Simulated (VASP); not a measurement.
# Vibrations of SiO2 (Quartz) at several levels of theory, part 3 of 4

How much do the zone-centre frequencies of SiO2 (Quartz) depend on the functional? The starting structure is a measured crystal structure from the Crystallography Open Database.

VASP 6.6.1.

Results so far: LDA E (8) 1148.7 cm⁻¹; LDA at the measured cell E (8) 1153.5 cm⁻¹.

### Step 4. Modes with PBEsol

Level of this step: PBEsol; plane waves and PAW (Si, O) (VASP).

PBEsol restores the gradient expansion of exchange and is tuned for the cells of solids. The cell comes from a relaxation at this level, not shown (116.18 Å³).

INCAR

```
SYSTEM = SiO2
PREC = Accurate
ENCUT = 520
EDIFF = 1E-08
NELM = 100
ISMEAR = 0
SIGMA = 0.03
LREAL = .FALSE.
ALGO = Normal
GGA = PS
NBANDS = 33
LORBIT = 11
LWAVE = .FALSE.
LCHARG = .FALSE.
KPAR = 16
IBRION = 6
NFREE = 2
POTIM = 0.015
NSW = 1
ISIF = 2
```

POSCAR

```
SiO2
1.0
    4.9597868420      0.0000000000      0.0000000000
   -2.4798934210      4.2953014025      0.0000000000
    0.0000000000      0.0000000000      5.4536698218
Si O
3 6
Direct
    0.5290999247      0.5290999247      0.0000000000
    0.0000000000      0.4709000753      0.3333333333
    0.4709000753      0.0000000000      0.6666666667
    0.1473536697      0.7342656018      0.5465708424
    0.8526463303      0.5869119321      0.1200958242
    0.5869119321      0.8526463303      0.8799041758
    0.7342656018      0.1473536697      0.4534291576
    0.2657343982      0.4130880679      0.2132375091
    0.4130880679      0.2657343982      0.7867624909
```

KPOINTS

```
Automatic mesh
0
Gamma
6 6 4
0 0 0
```

Potentials, in the order of the species: Si and O (PBE family, release 64).

Run with:

```bash
$ mpirun -np 16 vasp_std
```

Output:

```text
[banner, memory and clock lines left out]
running   16 mpi-ranks, on    1 nodes
[...]
[... a notice as in an earlier step ...]

|                                                                             |
|               ----> ADVICE to this user running VASP <----                  |
|                                                                             |
|     You enforced a specific xc type in the INCAR file but a different       |
|     [... a line on the potential file left out ...]
|     I HOPE YOU KNOW WHAT YOU ARE DOING!                                     |
|                                                                             |

 LDA part: xc-table for (Slater+PW92), standard interpolation
 POSCAR, INCAR and KPOINTS ok, starting setup
[...]
entering main loop
       N       E                     dE             d eps       ncg     rms          rms(c)
DAV:   1     0.277706071024E+03    0.27771E+03   -0.25131E+04  1584   0.134E+03
DAV:   2    -0.638193252040E+02   -0.34153E+03   -0.33062E+03  2028   0.308E+02
DAV:   3    -0.824361861524E+02   -0.18617E+02   -0.18532E+02  2008   0.763E+01
DAV:   4    -0.826443383755E+02   -0.20815E+00   -0.20796E+00  1984   0.905E+00
[...]
DAV:  13    -0.740038718589E+02   -0.33722E-05   -0.18088E-05  1928   0.222E-02    0.387E-03
DAV:  14    -0.740038723483E+02   -0.48942E-06   -0.73980E-07  1999   0.490E-03    0.739E-04
DAV:  15    -0.740038723393E+02    0.90204E-08   -0.69488E-08  1960   0.136E-03
   1 F= -.74003872E+02 E0= -.74003872E+02  d E =-.683677E-16
[... from here on, the cycles between the ionic steps are left out ...]
   2 F= -.73998814E+02 E0= -.73998814E+02  d E =-.602414E-16
   3 F= -.73998940E+02 E0= -.73998940E+02  d E =-.377395E-15
   4 F= -.73998584E+02 E0= -.73998584E+02  d E =-.159314E-15
   5 F= -.73998584E+02 E0= -.73998584E+02  d E =-.431460E-17
   6 F= -.74002206E+02 E0= -.74002206E+02  d E =-.874649E-18
   7 F= -.74002227E+02 E0= -.74002227E+02  d E =-.552534E-14
   8 F= -.74000168E+02 E0= -.74000168E+02  d E =-.240603E-15
   9 F= -.74000184E+02 E0= -.74000184E+02  d E =-.206781E-16
  10 F= -.74001150E+02 E0= -.74001150E+02  d E =-.181828E-14
  11 F= -.74001061E+02 E0= -.74001061E+02  d E =-.409272E-17
 Finite differences progress:
  Degree of freedom:   5/  5
  Displacement:        2/  2
  Total:              10/ 10
```

It took 3.2 min on 16 MPI ranks of Intel Xeon 6975P-C (Granite Rapids), shared host; peak memory 9.3 GiB.

From OUTCAR (step 4):

```text
  Total       -0.0825833      0.1237142      0.2342123     -0.1075115      0.1565386     -0.0735005
  in kB       -1.1388257      1.7060227      3.2297933     -1.4825870      2.1586719     -1.0135738
  external PRESSURE =       1.2656634 kB  Pullay stress =       0.0000000 kB

 POSITION                                       TOTAL-FORCE (eV/Angst)
 -----------------------------------------------------------------------------------
      1.31211      2.27264      0.00000         0.007549     -0.019547      0.046557
     -1.16778      2.02266      1.81789        -0.007501     -0.168370     -0.205389
      2.33556      0.00000      3.63578        -0.074223     -0.087826     -0.100736
     -1.09006      3.15389      2.96582         0.118852      0.344824      0.375347
      2.77347      2.52096      0.65496        -0.030417     -0.012208     -0.047664
      0.79649      3.66237      4.79871        -0.032064     -0.001813     -0.029380
      3.27638      0.63293      2.47285        -0.001721     -0.009370      0.014275
      0.29357      1.77434      1.16293         0.022674     -0.015347     -0.029632
      1.38984      1.14141      4.29074        -0.003149     -0.030344     -0.023378
 -----------------------------------------------------------------------------------
    total drift:                                0.000028      0.000006      0.000001

  FREE ENERGIE OF THE ION-ELECTRON SYSTEM (eV)
  ---------------------------------------------------
  free  energy   TOTEN  =       -74.0010609213 eV

  energy  without entropy=      -74.0010609213  energy(sigma->0) =      -74.00106092

[... 1 part as in an earlier step ...]

[... 2 further parts left out ...]
[key lines of the parts left out:]
E-fermi :   0.9818
```

With PBEsol the modes are at the top E (8) 1141.1, A1 (4) 1072.7 cm⁻¹, at the bottom A1 (1) 192.3, E (1) 120.4 cm⁻¹, with 12 more of the listed ones between; the largest shift is -31.2 cm⁻¹, in A1 (1), from LDA.

### Step 5. Modes with PBE

PBE, the usual starting point, adds the gradient of the density. The cell comes from a relaxation at this level, not shown (120.79 Å³).

INCAR, as its differences from that of step 4:

```diff
@@ -9,3 +9,3 @@
 ALGO = Normal
-GGA = PS
+GGA = PE
 NBANDS = 33
```

POSCAR

```
SiO2
1.0
    5.0280255624      0.0000000000      0.0000000000
   -2.5140127812      4.3543978680      0.0000000000
    0.0000000000      0.0000000000      5.5168049750
Si O
3 6
Direct
    0.5226915329      0.5226915329      0.0000000000
    0.0000000000      0.4773084671      0.3333333333
    0.4773084671      0.0000000000      0.6666666667
    0.1608362079      0.7458237582      0.5372543159
    0.8391637921      0.5849875502      0.1294123507
    0.5849875502      0.8391637921      0.8705876493
    0.7458237582      0.1608362079      0.4627456841
    0.2541762418      0.4150124498      0.2039209826
    0.4150124498      0.2541762418      0.7960790174
```

KPOINTS is that of step 4.

Run with:

```bash
$ mpirun -np 16 vasp_std
```

Output:

```text
[banner, memory and clock lines left out]
running   16 mpi-ranks, on    1 nodes
[...]
[... a notice as in an earlier step ...]

 LDA part: xc-table for (Slater+PW92), standard interpolation
 POSCAR, INCAR and KPOINTS ok, starting setup
[...]
entering main loop
       N       E                     dE             d eps       ncg     rms          rms(c)
DAV:   1     0.285599852979E+03    0.28560E+03   -0.25121E+04  1584   0.134E+03
DAV:   2    -0.608829664433E+02   -0.34648E+03   -0.33525E+03  2083   0.307E+02
DAV:   3    -0.803707096695E+02   -0.19488E+02   -0.19404E+02  2007   0.774E+01
DAV:   4    -0.805953227799E+02   -0.22461E+00   -0.22435E+00  1975   0.929E+00
[...]
DAV:  13    -0.711380002679E+02   -0.21297E-05   -0.12371E-05  1896   0.194E-02    0.367E-03
DAV:  14    -0.711380008838E+02   -0.61594E-06   -0.52679E-07  1976   0.416E-03    0.737E-04
DAV:  15    -0.711380008788E+02    0.50049E-08   -0.31558E-08  1656   0.994E-04
   1 F= -.71138001E+02 E0= -.71138001E+02  d E =-.734976E-26
[... from here on, the cycles between the ionic steps are left out ...]
   2 F= -.71133092E+02 E0= -.71133092E+02  d E =-.940785E-25
   3 F= -.71133179E+02 E0= -.71133179E+02  d E =-.152904E-25
   4 F= -.71132852E+02 E0= -.71132852E+02  d E =-.510007E-22
   5 F= -.71132852E+02 E0= -.71132852E+02  d E =-.593912E-23
   6 F= -.71136344E+02 E0= -.71136344E+02  d E =-.124007E-27
   7 F= -.71136367E+02 E0= -.71136367E+02  d E =-.357450E-23
   8 F= -.71134415E+02 E0= -.71134415E+02  d E =-.954889E-28
   9 F= -.71134416E+02 E0= -.71134416E+02  d E =-.442434E-23
  10 F= -.71135329E+02 E0= -.71135329E+02  d E =-.920524E-28
  11 F= -.71135304E+02 E0= -.71135304E+02  d E =-.470394E-23
 Finite differences progress:
  Degree of freedom:   5/  5
  Displacement:        2/  2
  Total:              10/ 10
```

It took 1.9 min on 16 MPI ranks; peak memory 9.3 GiB.

From OUTCAR (step 5):

```text
  Total       -0.0889952      0.1262147      0.1942496     -0.0984766      0.1353345     -0.0732388
  in kB       -1.1804944      1.6741999      2.5766620     -1.3062622      1.7951709     -0.9714911
  external PRESSURE =       1.0234558 kB  Pullay stress =       0.0000000 kB

 POSITION                                       TOTAL-FORCE (eV/Angst)
 -----------------------------------------------------------------------------------
      1.31405      2.27601      0.00000         0.005686     -0.017846      0.048232
     -1.19996      2.07839      1.83893        -0.013495     -0.159179     -0.187199
      2.39992      0.00000      3.67787        -0.077558     -0.086276     -0.106331
     -1.06632      3.24761      2.94893         0.132267      0.337964      0.361544
      2.74867      2.54727      0.71394        -0.032577     -0.013301     -0.043949
      0.83166      3.65405      4.80286        -0.032590      0.000033     -0.032668
      3.34568      0.70034      2.55288        -0.003036     -0.010682      0.018048
      0.23466      1.80713      1.12499         0.023282     -0.017578     -0.032933
      1.44769      1.10678      4.39181        -0.001980     -0.033135     -0.024745
 -----------------------------------------------------------------------------------
    total drift:                                0.000061      0.000100     -0.000239

  FREE ENERGIE OF THE ION-ELECTRON SYSTEM (eV)
  ---------------------------------------------------
  free  energy   TOTEN  =       -71.1353039894 eV

  energy  without entropy=      -71.1353039894  energy(sigma->0) =      -71.13530399

[... 1 part as in an earlier step ...]

[... 2 further parts left out ...]
[key lines of the parts left out:]
E-fermi :   0.8067
```

With PBE the modes are at the top E (8) 1137.7, A1 (4) 1057.5 cm⁻¹, at the bottom A1 (1) 155.3, E (1) 112.4 cm⁻¹, with 12 more of the listed ones between; the largest shift is -68.2 cm⁻¹, in A1 (1), from LDA.

### Step 6. Modes with PBEsol + D3(BJ)

D3 with Becke-Johnson damping keeps a finite attraction at short range. The cell comes from a relaxation at this level, not shown (111.22 Å³).

INCAR, as its differences from that of step 5:

```diff
@@ -9,3 +9,4 @@
 ALGO = Normal
-GGA = PE
+GGA = PS
+IVDW = 12
 NBANDS = 33
```

POSCAR

```
SiO2
1.0
    4.8808699444      0.0000000000      0.0000000000
   -2.4404349722      4.2269573645      0.0000000000
    0.0000000000      0.0000000000      5.3907827429
Si O
3 6
Direct
    0.5362981972      0.5362981972      0.0000000000
    0.0000000000      0.4637018028      0.3333333333
    0.4637018028      0.0000000000      0.6666666667
    0.1317006552      0.7221248719      0.5562893027
    0.8682993448      0.5904242168      0.1103773639
    0.5904242168      0.8682993448      0.8896226361
    0.7221248719      0.1317006552      0.4437106973
    0.2778751281      0.4095757832      0.2229559694
    0.4095757832      0.2778751281      0.7770440306
```

KPOINTS is that of step 5.

Run with:

```bash
$ mpirun -np 16 vasp_std
```

Output:

```text
[banner, memory and clock lines left out]
running   16 mpi-ranks, on    1 nodes
[...]
[... a notice as in an earlier step ...]

 [... a notice as in an earlier step ...]

 LDA part: xc-table for (Slater+PW92), standard interpolation
 POSCAR, INCAR and KPOINTS ok, starting setup
[...]
entering main loop
       N       E                     dE             d eps       ncg     rms          rms(c)
DAV:   1     0.272620284973E+03    0.27262E+03   -0.25213E+04  1584   0.134E+03
DAV:   2    -0.648565998971E+02   -0.33748E+03   -0.32738E+03  2052   0.308E+02
DAV:   3    -0.822997094392E+02   -0.17443E+02   -0.17379E+02  2000   0.742E+01
DAV:   4    -0.824869400231E+02   -0.18723E+00   -0.18704E+00  1975   0.864E+00
[...]
DAV:  14    -0.739748831210E+02   -0.43389E-06   -0.59539E-07  1992   0.442E-03    0.775E-04
DAV:  15    -0.739748831071E+02    0.13977E-07   -0.60370E-08  1976   0.129E-03    0.841E-04
DAV:  16    -0.739748830978E+02    0.92350E-08   -0.15550E-08  1432   0.722E-04
   1 F= -.75011163E+02 E0= -.75011163E+02  d E =-.302351E-11
[... from here on, the cycles between the ionic steps are left out ...]
   2 F= -.75006076E+02 E0= -.75006076E+02  d E =-.200166E-27
   3 F= -.75006215E+02 E0= -.75006215E+02  d E =-.372083E-26
   4 F= -.75005833E+02 E0= -.75005833E+02  d E =-.296043E-11
   5 F= -.75005833E+02 E0= -.75005833E+02  d E =-.282528E-11
   6 F= -.75009507E+02 E0= -.75009507E+02  d E =-.459566E-12
   7 F= -.75009497E+02 E0= -.75009497E+02  d E =-.528442E-25
   8 F= -.75007411E+02 E0= -.75007411E+02  d E =-.452405E-11
   9 F= -.75007448E+02 E0= -.75007448E+02  d E =-.765530E-11
  10 F= -.75008371E+02 E0= -.75008371E+02  d E =-.840047E-11
  11 F= -.75008329E+02 E0= -.75008329E+02  d E =-.143265E-11
 Finite differences progress:
  Degree of freedom:   5/  5
  Displacement:        2/  2
  Total:              10/ 10
```

It took 1.7 min on 16 MPI ranks; peak memory 8.4 GiB; 27 min of CPU time.

OUTCAR, selected parts (step 6):

```text
 Edisp (eV)   -1.03626

 Edisp (eV)   -1.03630

  Total      -0.08982     0.10095     0.27332    -0.11513     0.17326    -0.07544
  in kB      -1.29392     1.45432     3.93733    -1.65851     2.49592    -1.08676
  external pressure =        1.37 kB  Pullay stress =        0.00 kB

 POSITION                                       TOTAL-FORCE (eV/Angst)
 -----------------------------------------------------------------------------------
      1.30880      2.26691      0.00000         0.010221     -0.019036      0.044909
     -1.13163      1.96005      1.79693         0.002802     -0.172199     -0.218155
      2.26327      0.00000      3.59386        -0.069395     -0.084914     -0.093310
     -1.11949      3.05239      2.98383         0.099455      0.339833      0.380695
      2.79716      2.49570      0.59502        -0.028502     -0.011976     -0.050421
      0.76276      3.67026      4.79576        -0.031953     -0.004360     -0.029283
      3.20319      0.55669      2.39195        -0.000767     -0.007409      0.014343
      0.35673      1.73126      1.20191         0.021654     -0.012245     -0.030613
      1.32095      1.17457      4.18888        -0.003515     -0.027695     -0.018165
 -----------------------------------------------------------------------------------
    total drift:                                0.000014      0.000098      0.000559

  FREE ENERGIE OF THE ION-ELECTRON SYSTEM (eV)
  ---------------------------------------------------
  free  energy   TOTEN  =       -75.0083285716 eV

  energy  without entropy=      -75.0083285716  energy(sigma->0) =      -75.00832857

[... 1 part as in an earlier step ...]

[... 2 further parts left out ...]
[key lines of the parts left out:]
E-fermi :   1.2896
```

With PBEsol + D3(BJ) the modes are at the top E (8) 1133.2, A1 (4) 1071.9 cm⁻¹, at the bottom A1 (1) 229.0, E (1) 129.8 cm⁻¹, with 12 more of the listed ones between; the largest shift is -16.0 cm⁻¹, in E (7), from LDA.

(Part 3 of 4 ends here.)

[Lines on the potential files, build, host, timing and source positions are cut from VASP's logs without a mark.]

[Logs are printed without paths, hosts, clocks, repeated set-up lines and the standing remarks that a program may print on its own settings, such as how far it seeks lower states.]

[Hosts, paths, dates, database ids (printed as entryN), source tags and the programs' standing remarks are cut or masked in the printed files.]
